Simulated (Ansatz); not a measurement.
# Eigenvalues along a path: BeSe (zincblende type)

```yaml
crystal:
  lattice:
    - [0.00000, 2.56441, 2.56441]
    - [2.56441, 0.00000, 2.56441]
    - [2.56441, 2.56441, 0.00000]
  atoms:
    - { symbol: Be, position: [0.00000, 0.00000, 0.00000] }
    - { symbol: Se, position: [0.25000, 0.25000, 0.25000] }
```

The cell comes from a relaxation on PAW files under the same functional, begun from a prototype that needn't be the stable phase.

Level of theory: DFT with PBEsol, scalar-relativistic, in Ansatz 0.2.0; a Γ-centred 14×14×14 k mesh, Fermi–Dirac smearing of 0.1 eV, no spin polarisation. LAPW: all electrons, basis error target 1 meV/atom.

Path points, in fractions of the reciprocal vectors: Γ (0.000, 0.000, 0.000), X (-0.500, -0.500, 0.000), U (-0.375, -0.375, 0.250), K (-0.375, 0.000, 0.375), L (0.000, 0.000, 0.500), W (-0.500, -0.250, 0.250). The distance column jumps between branches of the path. Levels in eV from the valence-band top; bands 11 to 16, counted from the lowest band of the run. The gap is 2.47 eV, the pressure -0.01 GPa.

```
# k(1/Å) point b11 b12 b13 b14 b15 b16
0.000 Γ -13.89 0.00 0.00 0.00 4.29 4.99
0.175 - -13.82 -0.44 -0.23 -0.23 4.52 5.12
0.350 - -13.62 -1.40 -0.78 -0.78 4.34 5.90
0.525 - -13.30 -2.46 -1.39 -1.39 3.92 6.05
0.700 - -12.91 -3.47 -1.93 -1.93 3.44 5.31
0.875 - -12.50 -4.33 -2.35 -2.35 2.96 4.63
1.050 - -12.17 -4.93 -2.61 -2.61 2.60 4.25
1.225 X -12.05 -5.15 -2.70 -2.70 2.47 4.13
1.287 - -12.05 -5.14 -2.76 -2.69 2.52 4.18
1.349 - -12.04 -5.11 -2.91 -2.66 2.67 4.33
1.411 - -12.04 -5.06 -3.13 -2.62 2.86 4.59
1.473 - -12.04 -4.99 -3.38 -2.55 3.07 4.98
1.534 - -12.04 -4.91 -3.65 -2.47 3.26 5.49
1.596 - -12.05 -4.81 -3.90 -2.37 3.45 6.10
1.658 U -12.06 -4.71 -4.11 -2.26 3.63 6.77
2.408 K -12.06 -4.71 -4.11 -2.26 3.63 6.77
2.594 - -12.19 -4.72 -4.07 -1.83 4.21 8.50
2.780 - -12.46 -4.66 -3.44 -1.34 4.82 7.41
2.965 - -12.84 -4.13 -2.66 -0.85 5.27 6.52
3.151 - -13.25 -3.18 -1.80 -0.44 5.20 5.84
3.337 - -13.59 -1.95 -0.95 -0.17 4.84 5.36
3.522 - -13.81 -0.68 -0.27 -0.04 4.53 5.08
3.708 Γ -13.89 0.00 0.00 0.00 4.29 4.99
3.859 - -13.84 -0.52 -0.08 -0.08 4.46 5.12
4.011 - -13.68 -1.64 -0.27 -0.27 4.51 5.43
4.162 - -13.45 -2.88 -0.51 -0.51 4.47 5.77
4.314 - -13.15 -4.02 -0.75 -0.75 4.40 5.97
4.466 - -12.85 -4.95 -0.93 -0.93 4.35 6.00
4.617 - -12.61 -5.58 -1.05 -1.05 4.31 5.95
4.769 L -12.52 -5.81 -1.09 -1.09 4.29 5.93
4.892 - -12.49 -5.76 -1.33 -1.16 4.51 5.84
5.016 - -12.43 -5.64 -1.90 -1.37 4.94 5.68
5.140 - -12.33 -5.43 -2.58 -1.70 5.29 5.61
5.264 - -12.22 -5.15 -3.21 -2.13 5.48 5.82
5.388 - -12.12 -4.83 -3.70 -2.62 5.67 6.20
5.511 - -12.04 -4.53 -3.94 -3.09 5.90 6.65
5.635 W -12.01 -4.45 -3.89 -3.37 6.03 7.10
5.723 - -12.01 -4.53 -3.79 -3.35 5.52 6.80
5.810 - -12.02 -4.69 -3.57 -3.27 4.74 6.11
5.898 - -12.02 -4.84 -3.32 -3.14 4.01 5.46
5.985 - -12.03 -4.97 -3.08 -3.00 3.39 4.92
6.073 - -12.04 -5.07 -2.88 -2.85 2.89 4.49
6.160 - -12.05 -5.13 -2.75 -2.74 2.58 4.22
6.248 X -12.05 -5.15 -2.70 -2.70 2.47 4.13
```
